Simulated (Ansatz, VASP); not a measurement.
Two plane-wave programs on Pd

The input INCAR:

```
PREC = Accurate
ENCUT = 520
EDIFF = 1E-6
ISMEAR = -1
SIGMA = 0.1
LREAL = False
LASPH = True
NELM = 100
ALGO = Normal
ISIF = 2
LWAVE = False
LCHARG = False
GGA = PE
NBANDS = 17
```

File KPOINTS:

```
Automatic mesh
0
Gamma
  17 17 9
```

Contents of POSCAR:

```
Pd
1.0
    2.6215762851      0.0000000000      0.0000000000
   -1.3107881426      2.2703516609      0.0000000000
    0.0000000000      0.0000000000      4.3550743585
Pd
2
Direct
    0.3333333333      0.6666666667      0.2500000000
    0.6666666667      0.3333333333      0.7500000000
```

Input for Ansatz:

```yaml
crystal:
  lattice:
    - [2.6215762851, 0.0, 0.0]
    - [-1.3107881426, 2.2703516609, 0.0]
    - [0.0, 0.0, 4.3550743585]
  atoms:
    - { symbol: Pd, position: [0.3333333333, 0.6666666667, 0.25] }
    - { symbol: Pd, position: [0.6666666667, 0.3333333333, 0.75] }
kpoints:
  mp_grid: { grid: [17, 17, 9] }
scf:
  occupations: { method: fermi_dirac, width: 0.1 }
hamiltonian:
  xc: pbe
  pseudopotentials: { kind: paw }
output:
  forces: true
  stress: true
  eigenvalues: true
  populations: true
  write_density: true
  write_potential: true
  elf: true
  volumetric_format: npy
```

Change from the starting cell: volume scaled by 0.84, PAW files.

Alike in both runs: task single point; functional PBE; k mesh 17 × 17 × 9; occupations fermi-dirac, width 0.1 eV; no spin polarisation.

|  | VASP | Ansatz |
| --- | --- | --- |
| version | VASP 6.6.1 | Ansatz 0.2.0 |
| potentials or method | VASP PAW PBE potentials, release 64 (Pd) | PAW with Ansatz's default frozen-core files, scalar-relativistic |
| plane-wave cutoff (eV) | 520 | 420 |
| valence electrons in the cell | 20 | 36 |

```csv
,VASP,Ansatz,Ansatz less VASP
pressure (GPa),45.5,46.1,+0.57
largest component of the traceless stress (GPa),0.09,0.08,-0.015
```

The two sets of potentials don't hold the same shells in valence.

Caveats: so large a pressure means that the cell lies far from this level's equilibrium, or that cutoff or potentials fall short (VASP).
